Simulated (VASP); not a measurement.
# SnTe (Fm-3m) in VASP: band structure with PBE0

Aim: the band structure of SnTe with PBE0.

Program: VASP 6.6.1. These are calculated values, not measurements. Logs are shortened: lines on timing, memory, paths and dates and some standing lists are left out, and cuts for length are marked.

**Experimental background.**

A printed reference work, textbook reports, for a bulk crystal of SnTe at 300 K: band gap 0.18 eV (direct).

The runs below are set against these values where they give the same quantity.

## Step 1: The crystal as given

Symmetry: Fm-3m, No. 225, cubic system. The conventional cell has a = 6.289 Å, b = 6.289 Å, c = 6.289 Å, α = 90.00°, β = 90.00°, γ = 90.00°. Sn (site symmetry m-3m) has 6 Te at 3.14 Å as nearest neighbours. Around Te (site symmetry m-3m) lie 6 Sn at 3.14 Å.

## Step 2: Band structure, PBE0

File POSCAR:

```
SnTe                                    
1.0
    0.0000000000      3.1444180015      3.1444180015
    3.1444180015      0.0000000000      3.1444180015
    3.1444180015      3.1444180015      0.0000000000
  Sn              Te            
     1     1
Direct
     0.0000000000000000    0.0000000000000000    0.0000000000000000
     0.5000000000000000    0.5000000000000000    0.5000000000000000
```

File INCAR.step1:

```
PREC = Accurate
ENCUT = 520
EDIFF = 1E-5
ISMEAR = 0
SIGMA = 0.02
LREAL = False
LASPH = True
NELM = 80
ALGO = Normal
ISIF = 2
LWAVE = True
LCHARG = False
NBANDS = 17
KPAR = 4
GGA = PE
```

File INCAR.step2:

```
PREC = Accurate
ENCUT = 520
EDIFF = 1E-7
ISMEAR = 0
SIGMA = 0.02
LREAL = False
LASPH = True
NELM = 80
ALGO = Normal
ISIF = 2
LWAVE = False
LCHARG = False
GGA = PE
LHFCALC = True
AEXX = 0.25
PRECFOCK = Fast
HFRCUT = -1
NBANDS = 17
KPAR = 4
ISTART = 1
```

File KPOINTS:

```
regular mesh
0
Gamma
  6 6 6
```

File KPOINTS_OPT:

```
path GXWKGLUWLK,UX
8
line-mode
reciprocal
 0.0000000000  0.0000000000  0.0000000000  G
 0.5000000000  0.0000000000  0.5000000000  X

 0.5000000000  0.0000000000  0.5000000000  X
 0.5000000000  0.2500000000  0.7500000000  W

 0.5000000000  0.2500000000  0.7500000000  W
 0.3750000000  0.3750000000  0.7500000000  K

 0.3750000000  0.3750000000  0.7500000000  K
 0.0000000000  0.0000000000  0.0000000000  G

 0.0000000000  0.0000000000  0.0000000000  G
 0.5000000000  0.5000000000  0.5000000000  L

 0.5000000000  0.5000000000  0.5000000000  L
 0.6250000000  0.2500000000  0.6250000000  U

 0.6250000000  0.2500000000  0.6250000000  U
 0.5000000000  0.2500000000  0.7500000000  W

 0.5000000000  0.2500000000  0.7500000000  W
 0.5000000000  0.5000000000  0.5000000000  L

 0.5000000000  0.5000000000  0.5000000000  L
 0.3750000000  0.3750000000  0.7500000000  K

 0.6250000000  0.2500000000  0.6250000000  U
 0.5000000000  0.0000000000  0.5000000000  X
```

Potentials or basis: VASP PAW PBE potentials, release 64 (Sn_d, Te).

On the command line:

```
$ cat potpaw_PBE.64/Sn_d/POTCAR potpaw_PBE.64/Te/POTCAR > POTCAR
$ cp INCAR.step1 INCAR
$ mpirun -np 4 vasp_std > vasp.out
$ cp INCAR.step2 INCAR
$ mpirun -np 4 vasp_std > vasp.out
```

OUTCAR:

```text
PREC = Accurate
   ENCUT = 520
   EDIFF = 1E-7
   ISMEAR = 0
   LREAL = False
   LASPH = True
   NELM = 80
   ISIF = 2
   GGA = PE
   LHFCALC = True
   AEXX = 0.25
   PRECFOCK = Fast
   ISTART = 1

 ion  position               nearest neighbor table
   1  0.000  0.000  0.000-   2 3.14   2 3.14   2 3.14   2 3.14   2 3.14   2 3.14
   2  0.500  0.500  0.500-   1 3.14   1 3.14   1 3.14   1 3.14   1 3.14   1 3.14

  LATTYP: Found a face centered cubic cell.
 ALAT       =     6.2888360030

  Lattice vectors:

 A1 = (   0.0000000000,   3.1444180015,   3.1444180015)
 A2 = (   3.1444180015,   0.0000000000,   3.1444180015)
 A3 = (   3.1444180015,   3.1444180015,   0.0000000000)

Analysis of symmetry for initial positions (statically):
=====================================================================
 Subroutine PRICEL returns:
 Original cell was already a primitive cell.

 Routine SETGRP: Setting up the symmetry group for a
 face centered cubic supercell.

 Subroutine GETGRP returns: Found 48 space group operations
 (whereof 48 operations were pure point group operations)
 out of a pool of 48 trial point group operations.

The static configuration has the point symmetry O_h .

Analysis of symmetry for dynamics (positions and initial velocities):
=====================================================================
 Subroutine PRICEL returns:
 Original cell was already a primitive cell.

 Routine SETGRP: Setting up the symmetry group for a
 face centered cubic supercell.

 Subroutine GETGRP returns: Found 48 space group operations
 (whereof 48 operations were pure point group operations)
 out of a pool of 48 trial point group operations.

The dynamic configuration has the point symmetry O_h .

 Subroutine INISYM returns: Found 48 space group operations
 (whereof 48 operations are pure point group operations),
 and found     1 'primitive' translations

----------------------------------------------------------------------------------------

                                     Primitive cell

  volume of cell :      62.1800

  direct lattice vectors                    reciprocal lattice vectors
     0.000000000  3.144418002  3.144418002    -0.159011938  0.159011938  0.159011938
     3.144418002  0.000000000  3.144418002     0.159011938 -0.159011938  0.159011938
     3.144418002  3.144418002  0.000000000     0.159011938  0.159011938 -0.159011938

[... 80 lines left out ...]
   ISIF   =      2    stress and relaxation
   ISYM   =      3    0-nonsym 1-usesym 2-fastsym
   POTIM  = 0.5000    time-step for ionic-motion
   TEBEG  =    0.0;   TEEND  =   0.0 temperature during run
   PSTRESS=    0.0 pullay stress
   NELECT =      20.0000    total number of electrons
   NUPDOWN=      -1.0000    fix difference up-down
   EMIN   =  10.00;   EMAX   =-10.00  energy-range for DOS
   EFERMI =   0.00;   METHOD = LEGACY
   ISMEAR =     0;   SIGMA  =   0.02  broadening in eV -4-tet -1-fermi 0-gaus
   EFERMI_NEDOS =   21; number of points for ismear=-14 and -15
   IALGO  =     38    algorithm
   IMIX   =      1    mixing-type and parameters
     AMIX     =   0.40;   BMIX     =  1.00
     AMIX_MAG =   1.60;   BMIX_MAG =  1.00
  volume/ion in A,a.u.               =      31.09       209.81
  Fermi-wavevector in a.u.,A,eV,Ry     =   1.121677  2.119663 17.118302  1.258160
  Thomas-Fermi vector in A             =   2.258332
   LORBIT       =      0    0 simple, 1 ext, 2 COOP (PROOUT), +10 PAW based schemes
   GGA     = PE    functional components
   LHFCALC =     T    Hartree Fock is set to
   PRECFOCK=fast      Normal, Fast or Accurate (Low or Medium for compatibility)
   ENCUT4O =  -1.0   cutoff for four orbital integrals eV
   NKREDX  =     1    reduce k-point grid by
   NKREDY  =     1    reduce k-point grid by
   NKREDZ  =     1    reduce k-point grid by
   AEXX    =    0.2500 exact exchange contribution
   HFSCREEN=    0.0000 screening length (either q_TF or 0.3 A-1)
   HFSCREENC=   0.0000 screening length for correlation (either q_TF or 0.3 A-1)
   ENCUTFOCK=  -1.0 apply spherical cutoff to Coloumb kernel
   IVDW    =     0    specifies the selected vdW correction
   LEPSILON=     F    determine dielectric tensor
   LRPA    =     F    only Hartree local field effects (RPA)
 non-spin polarized calculation
 Gauss-broadening in eV      SIGMA  =   0.02
  energy-cutoff  :      520.00
  volume of cell :       62.18
 maximum number of plane-waves:      1687
 NGX is ok and might be reduce to    36
  NGX = 20; NGY = 20; NGZ = 20

 number of electron      19.9999998 magnetization

 Free energy of the ion-electron system (eV)
  ---------------------------------------------------
  ext. energy  EPLUGINS =         0.00000000
  ---------------------------------------------------
  free energy    TOTEN  =        -9.97372079 eV

  energy without entropy =       -9.97372079  energy(sigma->0) =       -9.97372079

 E-fermi :   6.9301     XC(G=0):  -7.5463

 val. band max:        6.8343758370   @ k =   0.5000   0.0000   0.0000
 cond. band min:       7.3636311624   @ k =   0.5000   0.0000   0.0000
 fundamental gap:      0.5292553253
 Fermi energy:         6.9301393819

 k-point     1 :       0.0000    0.0000    0.0000
  band No.  band energies     occupation
      1     -17.7975      2.00000
      2     -17.7975      2.00000
      3     -17.7847      2.00000
      4     -17.7847      2.00000
      5     -17.7847      2.00000
      6      -7.7924      2.00000
[... 297 lines left out ...]
      4     -17.7773      2.00000
      5     -17.7734      2.00000
      6      -5.8705      2.00000
[... 9 lines left out ...]
     16      18.1261      0.00000
     17      19.3457      0.00000

------------------------ aborting loop because EDIFF is reached ----------------------------------------

  FORCE on cell =-STRESS in cart. coord.  units (eV):
  Direction    XX          YY          ZZ          XY          YZ          ZX
  --------------------------------------------------------------------------------------
  -------------------------------------------------------------------------------------
  Total        0.6221346      0.6221346      0.6221346     -0.0000000     -0.0000000      0.0000000
  in kB       16.0303909     16.0303909     16.0303909     -0.0000000     -0.0000000      0.0000000
  external PRESSURE =      16.0303909 kB  Pullay stress =       0.0000000 kB

 VOLUME and BASIS-vectors are now :
 -----------------------------------------------------------------------------
  energy-cutoff  :      520.00
  volume of cell :       62.18
      direct lattice vectors                 reciprocal lattice vectors
     0.000000000  3.144418002  3.144418002    -0.159011938  0.159011938  0.159011938
     3.144418002  0.000000000  3.144418002     0.159011938 -0.159011938  0.159011938
     3.144418002  3.144418002  0.000000000     0.159011938  0.159011938 -0.159011938

 POSITION                                       TOTAL-FORCE (eV/Angst)
 -----------------------------------------------------------------------------------
      0.00000      0.00000      0.00000        -0.000000     -0.000000      0.000000
      3.14442      3.14442      3.14442         0.000000      0.000000     -0.000000
 -----------------------------------------------------------------------------------
    total drift:                                0.000034      0.000019      0.000019

  FREE ENERGIE OF THE ION-ELECTRON SYSTEM (eV)
  ---------------------------------------------------
  free  energy   TOTEN  =        -9.9737207913 eV

  energy  without entropy=       -9.9737207913  energy(sigma->0) =       -9.97372079
```

OSZICAR.step1:

```text
N       E                     dE             d eps       ncg     rms          rms(c)
DAV:   1     0.126413193783E+03    0.12641E+03   -0.95464E+03   552   0.138E+03
DAV:   2     0.443037122983E+01   -0.12198E+03   -0.11859E+03   584   0.339E+02
DAV:   3    -0.723300673394E+01   -0.11663E+02   -0.11601E+02   663   0.910E+01
DAV:   4    -0.757239826348E+01   -0.33939E+00   -0.33919E+00   641   0.162E+01
DAV:   5    -0.758574793919E+01   -0.13350E-01   -0.13349E-01   787   0.315E+00    0.524E+00
DAV:   6    -0.753560756007E+01    0.50140E-01   -0.11282E-01   726   0.230E+00    0.329E+00
DAV:   7    -0.753674315486E+01   -0.11356E-02   -0.52612E-02   690   0.116E+00    0.735E-01
DAV:   8    -0.753654215675E+01    0.20100E-03   -0.78820E-03   665   0.710E-01    0.193E-01
DAV:   9    -0.753669628419E+01   -0.15413E-03   -0.66354E-04   728   0.262E-01    0.565E-02
DAV:  10    -0.753666498385E+01    0.31300E-04   -0.13112E-04   746   0.108E-01    0.202E-02
DAV:  11    -0.753666696357E+01   -0.19797E-05   -0.32199E-05   666   0.477E-02
   1 F= -.75366670E+01 E0= -.75366669E+01  d E =-.102533E-06
```

Run time: 56 min. Hardware: 4 MPI ranks of Intel Xeon Platinum 8488C (Sapphire Rapids), shared host; peak memory 0.27 GiB.

Results:

| Property | Result |
| --- | --- |
| Free energy | -9.9737 eV |
| Pressure | 1.6 GPa |
| Band gap on the k mesh | 0.53 eV, direct |
| Band gap along the path | 0.53 eV, direct |

Levels at the corners of the path, in eV from the valence-band top:
```csv
point,band 8,band 9,band 10,band 11,band 12,band 13
Γ,-2.81,-2.81,-2.81,4.38,4.38,4.38
X,-6.74,-4.62,-4.62,2.81,6.13,6.13
X,-6.74,-4.62,-4.62,2.81,6.13,6.13
W,-5.87,-5.87,-1.21,1.47,5.56,5.56
W,-5.87,-5.87,-1.21,1.47,5.56,5.56
K,-6.29,-4.05,-3.33,3.91,3.94,5.10
K,-6.29,-4.05,-3.33,3.91,3.94,5.10
Γ,-2.81,-2.81,-2.81,4.38,4.38,4.38
Γ,-2.81,-2.81,-2.81,4.38,4.38,4.38
L,-2.41,-2.41,0.00,0.53,0.90,0.90
L,-2.41,-2.41,0.00,0.53,0.90,0.90
U,-6.29,-4.05,-3.33,3.91,3.94,5.10
U,-6.29,-4.05,-3.33,3.91,3.94,5.10
W,-5.87,-5.87,-1.21,1.47,5.56,5.56
W,-5.87,-5.87,-1.21,1.47,5.56,5.56
L,-2.41,-2.41,0.00,0.53,0.90,0.90
L,-2.41,-2.41,0.00,0.53,0.90,0.90
K,-6.29,-4.05,-3.33,3.91,3.94,5.10
U,-6.29,-4.05,-3.33,3.91,3.94,5.10
X,-6.74,-4.62,-4.62,2.81,6.13,6.13
```

Caveat: the PAW data sets were made with another functional, which shifts forces and pressure a little; spin-orbit coupling is left out, which moves the levels of the heavy elements.

## Step 3: Against experiment

Step 2. A measured gap of SnTe is 0.18 eV (direct; 300 K; a printed reference work, textbook); the calculated 0.53 eV misses it by +0.35 eV. Spin-orbit coupling on Sn, Te is left out. The value is that of PBE0, without temperature or zero-point motion.
